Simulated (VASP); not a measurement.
# A VASP 6.6.1 single-point calculation on HgSe

INCAR

```
NSW = 0
IBRION = -1
GGA = PE
NELM = 120
ENCUT = 600
LASPH = .TRUE.
SIGMA = 0.02
LWAVE = .FALSE.
PREC = Accurate
NBANDS = 16
ISIF = 2
EDIFF = 0.0001
ISMEAR = -1
LREAL = .FALSE.
LCHARG = .FALSE.
```

KPOINTS

```
KPOINTS created by Atomic Simulation Environment
0
Gamma
8 8 8
0 0 0
```

POSCAR

```
Hg Se
 1.0000000000000000
     0.0000000000000000    3.0308117952000000    3.0308117952000000
     3.0308117952000000    0.0000000000000000    3.0308117952000000
     3.0308117952000000    3.0308117952000000    0.0000000000000000
 Hg  Se
   1   1
Cartesian
  0.0000000000000000  0.0000000000000000  0.0000000000000000
  1.5154058976000000  1.5154058976000000  1.5154058976000000
```

The recommended PBE PAW datasets give the neutral cell 18 valence electrons.

Command

```
mpirun -np 1 vasp_std
```

Question: Predict the outcome of this run.

Answer: It converged. Results: gap between bands v and c on the k mesh 0.00 eV; least direct gap on the k mesh 0.00 eV; pressure 5.7 GPa. Band v is the last that the valence electrons fill when counted band by band, and c is the next.

OSZICAR

```
N       E                     dE             d eps       ncg     rms          rms(c)
DAV:   1     0.122384949053E+03    0.12238E+03   -0.93421E+03   928   0.113E+03
DAV:   2     0.272008055077E+00   -0.12211E+03   -0.11365E+03  1056   0.254E+02
DAV:   3    -0.428348799311E+01   -0.45555E+01   -0.45425E+01  1136   0.506E+01
DAV:   4    -0.430306752145E+01   -0.19580E-01   -0.19579E-01  1112   0.336E+00
DAV:   5    -0.430317137895E+01   -0.10386E-03   -0.10386E-03  1208   0.218E-01    0.823E+00
DAV:   6    -0.400659542208E+01    0.29658E+00   -0.48746E-01  1352   0.998E+00    0.635E+00
DAV:   7    -0.399469300791E+01    0.11902E-01   -0.12475E-01  1040   0.255E+00    0.272E+00
DAV:   8    -0.399382461098E+01    0.86840E-03   -0.16110E-02  1064   0.156E+00    0.209E-01
DAV:   9    -0.399366800060E+01    0.15661E-03   -0.15729E-03  1176   0.569E-01    0.775E-02
DAV:  10    -0.399367611243E+01   -0.81118E-05   -0.13537E-04   832   0.150E-01
   1 F= -.39936761E+01 E0= -.39936007E+01  d E =-.150878E-03
```

Standard output (part)

```
POSCAR found type information on POSCAR HgSe
 POSCAR found :  2 types and       2 ions
 LDA part: xc-table for (Slater+PW92), standard interpolation
 POSCAR, INCAR and KPOINTS ok, starting setup
 WAVECAR not read
 entering main loop
```

For comparison, a separate PBE run of the intended cell, on usual settings and not on those above, gives a gap of 0.00 eV on its mesh and a pressure of 5.6 GPa.
